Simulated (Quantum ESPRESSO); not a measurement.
Wanted: the native input for a Quantum ESPRESSO 7.5 run.

```
Task                : single point
Functional          : PBE
Potentials or basis : SG15 PBE 1.2
Cutoff              : 952 eV
Density cutoff      : 3810 eV
k mesh              : 6 × 6 × 6
Occupations         : fermi-dirac, width 0.05 eV
Spin                : no spin polarisation
Mixing beta         : 0.5
Most SCF iterations : 120
SCF threshold       : 4e-10 Ry
```

SrO:

```
Sr O
1.0
     0.00000    2.56630    2.56630
     2.56630    0.00000    2.56630
     2.56630    2.56630    0.00000
Sr O
1 1
Direct
  0.50000 0.50000 0.50000
  0.00000 0.00000 0.00000
```

The input as run:

pw.in

```
&CONTROL
  calculation = 'scf'
  prefix = 'pwscf'
  outdir = './tmp'
  pseudo_dir = './pseudo'
  tprnfor = .true.
  tstress = .true.
  disk_io = 'nowf'
/
&SYSTEM
  ibrav = 0
  nat = 2
  ntyp = 2
  ecutwfc = 70
  nbnd = 14
  occupations = 'smearing'
  smearing = 'fd'
  degauss = 0.00367493
/
&ELECTRONS
  conv_thr = 4d-10
  electron_maxstep = 120
  mixing_beta = 0.5
/
ATOMIC_SPECIES
Sr    87.6200 Sr_ONCV_PBE-1.2.upf
O     15.9990 O_ONCV_PBE-1.2.upf
CELL_PARAMETERS angstrom
   0.0000000000    2.5663000000    2.5663000000
   2.5663000000    0.0000000000    2.5663000000
   2.5663000000    2.5663000000    0.0000000000
ATOMIC_POSITIONS crystal
Sr     0.5000000000    0.5000000000    0.5000000000
O      0.0000000000    0.0000000000    0.0000000000
K_POINTS automatic
6 6 6 0 0 0
```

Potentials or basis: SG15 PBE 1.2.

Run with:

```bash
$ OMP_NUM_THREADS=1 pw.x -in pw.in > pw.out
```

Results of the run:

```
Band gap on the k mesh : 3.31 eV, indirect (least direct gap 3.39 eV)
```

It took 6 s on 1 thread of AMD EPYC 7R13 Processor (Zen 3) (shared host), peak memory 0.05 GiB.
